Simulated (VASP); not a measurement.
# H (Cmce) in VASP: further runs, part 2 of 2

VASP 6.6.1. The steps go on from the part before.

## 4. Relaxation of cell and atoms, r2SCAN

This run uses another cell than the first one, of 15.07 Å³/atom, 1.081 times its volume.

Input file POSCAR:

```
H
1.0
    2.6511535761     -2.5858427822      0.0000000000
    2.6511535761      2.5858427822      0.0000000000
    0.0000000000      0.0000000000      4.3975769142
H
4
Direct
    0.9525595629      0.0474404371      0.0632989013
    0.4525595629      0.5474404371      0.4367010987
    0.5474404371      0.4525595629      0.5632989013
    0.0474404371      0.9525595629      0.9367010987
```

Input file INCAR.step1:

```
ALGO = Normal
EDIFF = 1E-4
ENCUT = 600
GGA = PE
ISMEAR = 0
LASPH = T
LCHARG = F
LREAL = F
LWAVE = T
NELM = 100
PREC = Accurate
SIGMA = 0.02
```

Input file INCAR.step2:

```
ALGO = Normal
EDIFF = 1E-6
EDIFFG = -0.01
ENCUT = 600
IBRION = 2
ISIF = 3
ISMEAR = 0
ISTART = 1
LASPH = T
LCHARG = F
LMIXTAU = T
LREAL = F
LWAVE = F
METAGGA = R2SCAN
NELM = 100
NSW = 100
PREC = Accurate
SIGMA = 0.02
```

Input file KPOINTS:

```
k-points
0
Gamma
  6 6 6
```

Potentials or basis: VASP PAW PBE potentials, release 64 (H).

Run with:

```bash
cat potpaw_PBE.64/H/POTCAR > POTCAR
cp INCAR.step1 INCAR
mpirun -np 1 vasp_std > vasp.out
cp INCAR.step2 INCAR
mpirun -np 1 vasp_std > vasp.out
```

OUTCAR:

```text
EDIFF = 1E-6
   EDIFFG = -0.01
   ENCUT = 600
   IBRION = 2
   ISIF = 3
   ISMEAR = 0
   ISTART = 1
   LASPH = T
   LREAL = F
   METAGGA = R2SCAN
   NELM = 100
   NSW = 100
   PREC = Accurate

 ion  position               nearest neighbor table
   1  0.953  0.047  0.063-   4 0.74
   2  0.453  0.547  0.437-   3 0.74
   3  0.547  0.453  0.563-   2 0.74
   4  0.047  0.953  0.937-   1 0.74

  LATTYP: Found a base centered orthorhombic cell.
 ALAT       =     5.1716855644
 B/A-ratio  =     1.0252570629
 C/A-ratio  =     0.8503179204

  Lattice vectors:

 A1 = (  -2.6511535761,  -2.5858427822,   0.0000000000)
 A2 = (   2.6511535761,  -2.5858427822,   0.0000000000)
 A3 = (   0.0000000000,   0.0000000000,   4.3975769142)

Analysis of symmetry for initial positions (statically):
=====================================================================
 Subroutine PRICEL returns:
 Original cell was already a primitive cell.

 Routine SETGRP: Setting up the symmetry group for a
 base centered orthorhombic supercell.

 Subroutine GETGRP returns: Found  8 space group operations
 (whereof  4 operations were pure point group operations)
 out of a pool of  8 trial point group operations.

The static configuration has the point symmetry C_2h.
 The point group associated with its full space group is D_2h.

Analysis of symmetry for dynamics (positions and initial velocities):
=====================================================================
 Subroutine PRICEL returns:
 Original cell was already a primitive cell.

 Routine SETGRP: Setting up the symmetry group for a
 base centered orthorhombic supercell.

 Subroutine GETGRP returns: Found  8 space group operations
 (whereof  4 operations were pure point group operations)
 out of a pool of  8 trial point group operations.

The dynamic configuration has the point symmetry C_2h.
 The point group associated with its full space group is D_2h.

[... 127 lines left out ...]
   METAGGA = R2SCAN    functional components
   LHFCALC =     F    Hartree Fock is set to
   AEXX    =    0.0000 exact exchange contribution
   IVDW    =     0    specifies the selected vdW correction
   LEPSILON=     F    determine dielectric tensor
   LRPA    =     F    only Hartree local field effects (RPA)
 conjugate gradient relaxation of ions
 non-spin polarized calculation
 Gauss-broadening in eV      SIGMA  =   0.02
  energy-cutoff  :      600.00
  volume of cell :       60.29
 maximum number of plane-waves:      2033
 NGX is ok and might be reduce to    30
   NGX = 15   NGY = 15   NGZ = 17

 number of electron       4.0000000 magnetization

 Free energy of the ion-electron system (eV)
  ---------------------------------------------------
  ext. energy  EPLUGINS =         0.00000000
  ---------------------------------------------------
  free energy    TOTEN  =       -13.81823557 eV

  energy without entropy =      -13.81823557  energy(sigma->0) =      -13.81823557

 E-fermi :  -9.1430     XC(G=0):  -4.5660

 val. band max:       -9.2659539831   @ k =   0.0000   0.0000   0.0000
 cond. band min:       1.0108017294   @ k =   0.5000   0.0000   0.5000
 fundamental gap:     10.2767557126
 Fermi energy:        -9.1429694914

 k-point     1 :       0.0000    0.0000    0.0000
  band No.  band energies     occupation
      1     -10.7641      2.00000
      2      -9.2660      2.00000
      3       2.7187      0.00000
      4       4.2535      0.00000
      5       4.9114      0.00000
      6       7.1346      0.00000
[... 199 lines left out ...]
 k-point    24 :       0.5000    0.3333    0.1667
  band No.  band energies     occupation
      1      -9.7293      2.00000
      2      -9.6165      2.00000
      3       1.7088      0.00000
      4       2.6519      0.00000
      5       4.2253      0.00000
      6       5.7123      0.00000

 [... further k-points ...]

------------------------ aborting loop because EDIFF is reached ----------------------------------------

  FORCE on cell =-STRESS in cart. coord.  units (eV):
  Direction    XX          YY          ZZ          XY          YZ          ZX
  --------------------------------------------------------------------------------------
  -------------------------------------------------------------------------------------
  Total       -0.0144653     -0.0202274     -0.0037238      0.0000000     -0.0000000      0.0000000
  in kB       -0.3843778     -0.5374908     -0.0989491      0.0000000     -0.0000000      0.0000000
  external PRESSURE =      -0.3402725 kB  Pullay stress =       0.0000000 kB

 VOLUME and BASIS-vectors are now :
 -----------------------------------------------------------------------------
  energy-cutoff  :      600.00
  volume of cell :       60.29
      direct lattice vectors                 reciprocal lattice vectors
     2.651153576 -2.585842782  0.000000000     0.188597147 -0.193360557  0.000000000
     2.651153576  2.585842782  0.000000000     0.188597147  0.193360557  0.000000000
     0.000000000  0.000000000  4.397576914     0.000000000  0.000000000  0.227397956

 POSITION                                       TOTAL-FORCE (eV/Angst)
 -----------------------------------------------------------------------------------
      2.65115     -2.34050      0.27836         0.000000     -0.002125     -0.002064
      2.65115      0.24535      1.92043         0.000000     -0.002125      0.002064
      2.65115     -0.24535      2.47715         0.000000      0.002125     -0.002064
      2.65115      2.34050      4.11922         0.000000      0.002125      0.002064
 -----------------------------------------------------------------------------------
    total drift:                                0.000000      0.000000      0.000000

  FREE ENERGIE OF THE ION-ELECTRON SYSTEM (eV)
  ---------------------------------------------------
  free  energy   TOTEN  =       -13.8182355683 eV

  energy  without entropy=      -13.8182355683  energy(sigma->0) =      -13.81823557

 reached required accuracy - stopping structural energy minimisation
```

Wall time 32 s (1 thread of Intel Xeon 6975P-C (Granite Rapids), shared host); peak memory 0.17 GiB.

Results:

* Free energy: -13.8182 eV
* Pressure after relaxing: 0.0 GPa
* Band gap on the k mesh: 10.28 eV, indirect (least direct gap 10.78 eV)

Forces on the atoms (eV/Å):
```
H    0.000 -0.002 -0.002
H    0.000 -0.002  0.002
H    0.000  0.002 -0.002
H    0.000  0.002  0.002
```

Final structure:
```yaml
crystal:
  lattice:
    - [2.65115, -2.58584, 0.00000]
    - [2.65115, 2.58584, 0.00000]
    - [0.00000, 0.00000, 4.39758]
  atoms:
    - { symbol: H, position: [0.95256, 0.04744, 0.06330] }
    - { symbol: H, position: [0.45256, 0.54744, 0.43670] }
    - { symbol: H, position: [0.54744, 0.45256, 0.56330] }
    - { symbol: H, position: [0.04744, 0.95256, 0.93670] }
```

Caveat: the relaxation stopped at its first step, so nothing moved; the PAW data sets were made with another functional, which shifts forces and pressure a little.

## 5. Single point, r2SCAN

This run uses another cell than the first one, of 15.07 Å³/atom, 1.081 times its volume.

POSCAR is that of step 4.

Input file INCAR.step1:

```
SYSTEM = H
PREC = Accurate
ENCUT = 520
ISMEAR = 0
SIGMA = 0.02
LREAL = .FALSE.
LASPH = .TRUE.
NELM = 100
NBANDS = 10
GGA = PE
ALGO = Normal
EDIFF = 1E-4
LWAVE = .TRUE.
LCHARG = .FALSE.
```

Input file INCAR.step2:

```
SYSTEM = H
PREC = Accurate
ENCUT = 520
EDIFF = 1E-6
ISMEAR = 0
SIGMA = 0.02
LREAL = .FALSE.
LASPH = .TRUE.
NELM = 100
ALGO = Normal
ISIF = 2
LWAVE = .FALSE.
LCHARG = .FALSE.
METAGGA = R2SCAN
LMIXTAU = .TRUE.
NBANDS = 10
ISTART = 1
```

Input file KPOINTS:

```
Automatic mesh
0
G
  6 6 6
  0 0 0
```

Potentials or basis: VASP PAW PBE potentials, release 64 (H).

Run with:

```bash
cat potpaw_PBE.64/H/POTCAR > POTCAR
cp INCAR.step1 INCAR
mpirun -np 1 vasp_std > vasp.out
cp INCAR.step2 INCAR
mpirun -np 1 vasp_std > vasp.out
```

OUTCAR:

```text
SYSTEM = H
   PREC = Accurate
   ENCUT = 520
   EDIFF = 1E-6
   ISMEAR = 0
   LREAL = .FALSE.
   LASPH = .TRUE.
   NELM = 100
   ISIF = 2
   METAGGA = R2SCAN
   ISTART = 1

 ion  position               nearest neighbor table
   1  0.953  0.047  0.063-   4 0.74
   2  0.453  0.547  0.437-   3 0.74
   3  0.547  0.453  0.563-   2 0.74
   4  0.047  0.953  0.937-   1 0.74

  LATTYP: Found a base centered orthorhombic cell.
 ALAT       =     5.1716855644
 B/A-ratio  =     1.0252570629
 C/A-ratio  =     0.8503179204

  Lattice vectors:

 A1 = (  -2.6511535761,  -2.5858427822,   0.0000000000)
 A2 = (   2.6511535761,  -2.5858427822,   0.0000000000)
 A3 = (   0.0000000000,   0.0000000000,   4.3975769142)

Analysis of symmetry for initial positions (statically):
=====================================================================
 Subroutine PRICEL returns:
 Original cell was already a primitive cell.

 Routine SETGRP: Setting up the symmetry group for a
 base centered orthorhombic supercell.

 Subroutine GETGRP returns: Found  8 space group operations
 (whereof  4 operations were pure point group operations)
 out of a pool of  8 trial point group operations.

The static configuration has the point symmetry C_2h.
 The point group associated with its full space group is D_2h.

Analysis of symmetry for dynamics (positions and initial velocities):
=====================================================================
 Subroutine PRICEL returns:
 Original cell was already a primitive cell.

 Routine SETGRP: Setting up the symmetry group for a
 base centered orthorhombic supercell.

 Subroutine GETGRP returns: Found  8 space group operations
 (whereof  4 operations were pure point group operations)
 out of a pool of  8 trial point group operations.

The dynamic configuration has the point symmetry C_2h.
 The point group associated with its full space group is D_2h.

 Subroutine INISYM returns: Found  8 space group operations
 (whereof  4 operations are pure point group operations),
 and found     1 'primitive' translations

----------------------------------------------------------------------------------------

                                     Primitive cell

  volume of cell :      60.2949

  direct lattice vectors                    reciprocal lattice vectors
     2.651153576 -2.585842782  0.000000000     0.188597147 -0.193360557  0.000000000
     2.651153576  2.585842782  0.000000000     0.188597147  0.193360557  0.000000000
     0.000000000  0.000000000  4.397576914     0.000000000  0.000000000  0.227397956

  length of vectors
     3.703403594  3.703403594  4.397576914     0.270105884  0.270105884  0.227397956

  position of ions in fractional coordinates (direct lattice)
     0.952559563  0.047440437  0.063298901
     0.452559563  0.547440437  0.436701099
     0.547440437  0.452559563  0.563298901
     0.047440437  0.952559563  0.936701099

  ion indices of the primitive-cell ions
   primitive index   ion index
                 1           1
                 2           2
                 3           3
                 4           4

[... 51 lines left out ...]
  0.500000  0.333333  0.166667      8.000000
 [... further k-points ...]
   k-points           NKPTS =     52   k-points in BZ     NKDIM =     52   number of bands    NBANDS=     10
   number of dos      NEDOS =    301   number of ions     NIONS =      4
   total plane-waves  NPLWV =  28224
   dimension x,y,z NGX =    28 NGY =   28 NGZ =   36
   dimension x,y,z NGXF=    56 NGYF=   56 NGZF=   72
   ions per type =               4
   NGX,Y,Z   is equivalent  to a cutoff of  12.57, 12.57, 13.61 a.u.
   NGXF,Y,Z  is equivalent  to a cutoff of  25.14, 25.14, 27.22 a.u.
 SYSTEM =  H
   PREC   = accura    normal or accurate (medium, high low for compatibility)
   ISTART =      1    job   : 0-new  1-cont  2-samecut
   ICHARG =      0    charge: 1-file 2-atom 10-const
   ISPIN  =      1    spin polarized calculation?
   LNONCOLLINEAR =      F non collinear calculations
   LSORBIT =      F    spin-orbit coupling
   LASPH  =      T    aspherical Exc in radial PAW
   ENCUT  =  520.0 eV  38.22 Ry    6.18 a.u.   6.89  6.89  8.18*2*pi/ulx,y,z
   NELM   =    100;   NELMIN=  2; NELMDL=  0     # of ELM steps
   EDIFF  = 0.1E-05   stopping-criterion for ELM
   LREAL  =      F    real-space projection
   EDIFFG = 0.1E-04   stopping-criterion for IOM
   NSW    =      0    number of steps for IOM
   IBRION =     -1    ionic relax: 0-MD 1-quasi-New 2-CG
   NFREE  =      0    steps in history (QN), initial steepest desc. (CG)
   ISIF   =      2    stress and relaxation
   ISYM   =      2    0-nonsym 1-usesym 2-fastsym
   POTIM  = 0.5000    time-step for ionic-motion
   TEBEG  =    0.0;   TEEND  =   0.0 temperature during run
   PSTRESS=    0.0 pullay stress
   NELECT =       4.0000    total number of electrons
   NUPDOWN=      -1.0000    fix difference up-down
   EMIN   =  10.00;   EMAX   =-10.00  energy-range for DOS
   EFERMI =   0.00;   METHOD = LEGACY
   ISMEAR =     0;   SIGMA  =   0.02  broadening in eV -4-tet -1-fermi 0-gaus
   EFERMI_NEDOS =   21; number of points for ismear=-14 and -15
   IALGO  =     38    algorithm
   IMIX   =      4    mixing-type and parameters
     AMIX     =   0.40;   BMIX     =  1.00
     AMIX_MAG =   1.60;   BMIX_MAG =  1.00
  volume/ion in A,a.u.               =      15.07       101.72
  Fermi-wavevector in a.u.,A,eV,Ry     =   0.662727  1.252372  5.975776  0.439207
  Thomas-Fermi vector in A             =   1.735886
   LORBIT       =      0    0 simple, 1 ext, 2 COOP (PROOUT), +10 PAW based schemes
   METAGGA = R2SCAN    functional components
   LHFCALC =     F    Hartree Fock is set to
   AEXX    =    0.0000 exact exchange contribution
   IVDW    =     0    specifies the selected vdW correction
   LEPSILON=     F    determine dielectric tensor
   LRPA    =     F    only Hartree local field effects (RPA)
 non-spin polarized calculation
 Gauss-broadening in eV      SIGMA  =   0.02
  energy-cutoff  :      520.00
  volume of cell :       60.29
 maximum number of plane-waves:      1644
   NGX = 13   NGY = 13   NGZ = 17

 number of electron       4.0000002 magnetization

 Free energy of the ion-electron system (eV)
  ---------------------------------------------------
  ext. energy  EPLUGINS =         0.00000000
  ---------------------------------------------------
  free energy    TOTEN  =       -13.81401958 eV

  energy without entropy =      -13.81401958  energy(sigma->0) =      -13.81401958

 E-fermi :  -9.1385     XC(G=0):  -4.5657

 val. band max:       -9.2652372239   @ k =   0.0000   0.0000   0.0000
 cond. band min:       1.0114218492   @ k =   0.5000   0.0000   0.5000
 fundamental gap:     10.2766590731
 Fermi energy:        -9.1384977529

 k-point     1 :       0.0000    0.0000    0.0000
  band No.  band energies     occupation
      1     -10.7635      2.00000
      2      -9.2652      2.00000
      3       2.7193      0.00000
      4       4.2565      0.00000
      5       4.9117      0.00000
      6       7.1367      0.00000
      7       7.2622      0.00000
      8       9.1362      0.00000
      9      10.5684      0.00000
     10      10.9286      0.00000
[... 287 lines left out ...]
 k-point    24 :       0.5000    0.3333    0.1667
  band No.  band energies     occupation
      1      -9.7282      2.00000
      2      -9.6154      2.00000
      3       1.7098      0.00000
      4       2.6532      0.00000
      5       4.2262      0.00000
      6       5.7126      0.00000
      7       7.4141      0.00000
      8       8.9019      0.00000
      9       9.3011      0.00000
     10       9.5236      0.00000

 [... further k-points ...]

------------------------ aborting loop because EDIFF is reached ----------------------------------------

  FORCE on cell =-STRESS in cart. coord.  units (eV):
  Direction    XX          YY          ZZ          XY          YZ          ZX
  --------------------------------------------------------------------------------------
  -------------------------------------------------------------------------------------
  Total       -0.0546259     -0.0614841     -0.0451917      0.0000000      0.0000000      0.0000000
  in kB       -1.4515379     -1.6337783     -1.2008513      0.0000000      0.0000000      0.0000000
  external PRESSURE =      -1.4287225 kB  Pullay stress =       0.0000000 kB

 VOLUME and BASIS-vectors are now :
 -----------------------------------------------------------------------------
  energy-cutoff  :      520.00
  volume of cell :       60.29
      direct lattice vectors                 reciprocal lattice vectors
     2.651153576 -2.585842782  0.000000000     0.188597147 -0.193360557  0.000000000
     2.651153576  2.585842782  0.000000000     0.188597147  0.193360557  0.000000000
     0.000000000  0.000000000  4.397576914     0.000000000  0.000000000  0.227397956

 POSITION                                       TOTAL-FORCE (eV/Angst)
 -----------------------------------------------------------------------------------
      2.65115     -2.34050      0.27836         0.000000      0.001857      0.002510
      2.65115      0.24535      1.92043         0.000000      0.001857     -0.002510
      2.65115     -0.24535      2.47715         0.000000     -0.001857      0.002510
      2.65115      2.34050      4.11922         0.000000     -0.001857     -0.002510
 -----------------------------------------------------------------------------------
    total drift:                                0.000000      0.000000      0.000000

  FREE ENERGIE OF THE ION-ELECTRON SYSTEM (eV)
  ---------------------------------------------------
  free  energy   TOTEN  =       -13.8140195762 eV

  energy  without entropy=      -13.8140195762  energy(sigma->0) =      -13.81401958
```

Wall time 34 s (1 thread of Intel Xeon 6975P-C (Granite Rapids), shared host); peak memory 0.17 GiB.

Results:

```
Free energy            : -13.8140 eV
Pressure               : -0.1 GPa
Largest force          : 0.003 eV/Å
Band gap on the k mesh : 10.28 eV, indirect (least direct gap 10.78 eV)
```

Forces in eV/Å, atoms in the order of the input:
```
H    0.000  0.002  0.003
H    0.000  0.002 -0.003
H    0.000 -0.002  0.003
H    0.000 -0.002 -0.003
```

Caveat: the PAW data sets were made with another functional, which shifts forces and pressure a little. A k mesh can miss the band edges.

## 6. Summary

| task | cell | k mesh | cutoff (eV) | smearing | gap on the mesh (eV) | pressure (GPa) |
| --- | --- | --- | --- | --- | --- | --- |
| single point | Cmce, 13.95 Å³/atom | 6 × 6 × 4 | 520 | gaussian 0.1 eV | 10.10 | -0.2 |
| single point | Cmce, 15.07 Å³/atom | 6 × 6 × 6 | 520 | gaussian 0.02 eV | 10.28 | -0.1 |
| relaxation of cell and atoms | relaxed | 6 × 6 × 6 | 600 | gaussian 0.02 eV | 10.28 | 0.0 |

Alike in all rows: level r2SCAN; potentials or basis VASP PAW PBE potentials, release 64 (H); no spin polarisation.

Caveats: the PAW data sets were made with another functional, which shifts forces and pressure a little; the relaxation stopped at its first step, so nothing moved (some runs).

Total energies depend on the potentials used, so only differences within one code and one set of settings carry meaning.
